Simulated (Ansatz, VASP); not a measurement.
One calculation of Al6H, two programs

The input INCAR:

```
SYSTEM = Al6H
ALGO = Fast
DIPOL = 0.5 0.5 0.304
EDIFF = 1E-7
ENCUT = 520
GGA = PE
IDIPOL = 3
ISIF = 2
ISMEAR = 0
LASPH = .True.
LCHARG = .True.
LDIPOL = .True.
LELF = .True.
LREAL = .False.
LVACPOTAV = .True.
LVHAR = .True.
LWAVE = .False.
NBANDS = 32
NELM = 100
PREC = Accurate
SIGMA = 0.1
```

The input KPOINTS:

```
k-points
0
Gamma
  6 6 1
  0 0 0
```

POSCAR

```
Al6H
1.0
    5.7143028096      0.0000000000      0.0000000000
   -2.8571514048      4.9487313980      0.0000000000
    0.0000000000      0.0000000000     22.6016424764
Al H
12 2
Direct
    0.3333333333      0.1666666667      0.1769782884
    0.3333333333      0.6666666667      0.1769782884
    0.8333333333      0.1666666667      0.1769782884
    0.8333333333      0.6666666667      0.1769782884
    0.1666666667      0.3333333333      0.2787817910
    0.1666666667      0.8333333333      0.2787817910
    0.6666666667      0.3333333333      0.2787817910
    0.6666666667      0.8333333333      0.2787817910
    0.0000000000      0.0000000000      0.3805759907
    0.0000000000      0.5000000000      0.3805759907
    0.5000000000      0.0000000000      0.3805759907
    0.5000000000      0.5000000000      0.3805759907
   -0.1308121087      0.0000000000      0.4571191004
    0.1308121087      0.0000000000      0.4571191004
```

Input for Ansatz:

```yaml
crystal:
  lattice:
    - [5.7143028096, 0.0, 0.0]
    - [-2.8571514048, 4.948731398, 0.0]
    - [0.0, 0.0, 22.6016424764]
  atoms:
    - { symbol: Al, position: [0.3333333333, 0.1666666667, 0.1769782884] }
    - { symbol: Al, position: [0.3333333333, 0.6666666667, 0.1769782884] }
    - { symbol: Al, position: [0.8333333333, 0.1666666667, 0.1769782884] }
    - { symbol: Al, position: [0.8333333333, 0.6666666667, 0.1769782884] }
    - { symbol: Al, position: [0.1666666667, 0.3333333333, 0.278781791] }
    - { symbol: Al, position: [0.1666666667, 0.8333333333, 0.278781791] }
    - { symbol: Al, position: [0.6666666667, 0.3333333333, 0.278781791] }
    - { symbol: Al, position: [0.6666666667, 0.8333333333, 0.278781791] }
    - { symbol: Al, position: [0.0, 0.0, 0.3805759907] }
    - { symbol: Al, position: [0.0, 0.5, 0.3805759907] }
    - { symbol: Al, position: [0.5, 0.0, 0.3805759907] }
    - { symbol: Al, position: [0.5, 0.5, 0.3805759907] }
    - { symbol: H, position: [-0.1308121087, 0.0, 0.4571191004] }
    - { symbol: H, position: [0.1308121087, 0.0, 0.4571191004] }
basis:
  ecutwfc: 420
kpoints:
  mp_grid: { grid: [6, 6, 1] }
hamiltonian:
  xc: pbe
scf:
  occupations: { method: gaussian, width: 0.1 }
output:
  forces: true
  eigenvalues: true
efield:
  axis: 3
  dipole_correction: true
  ramp_width: 0.04
```

Alike in both runs: task single point; functional PBE; k mesh 6 × 6 × 1; occupations gaussian, width 0.1 eV; no spin polarisation.

|  | VASP | Ansatz |
| --- | --- | --- |
| version | VASP 6.6.1 | Ansatz 0.2.0 |
| potentials or method | VASP PAW PBE potentials, release 64 (Al, H) | scalar-relativistic, plane waves, PAW |
| plane-wave cutoff (eV) | 520 | 420 |
| valence electrons in the cell | 38 | 38 |

VASP gave:

* gap on the k mesh at the Fermi level (eV): none
* rms of the force components (eV/Å): 0.304
* work function, face that differs most (eV): 4.00

**Question.** Which values does Ansatz return?

**Answer.** gap on the k mesh at the Fermi level (eV): none; rms of the force components (eV/Å): 0.303; work function, face that differs most (eV): 3.99.

Atom by atom the forces differ by 0.001 eV/Å (rms over components). A gap of «none» marks a metal or a gap that the smearing closes. The functional is the same, so the differences come from potentials, cutoffs and numerics.
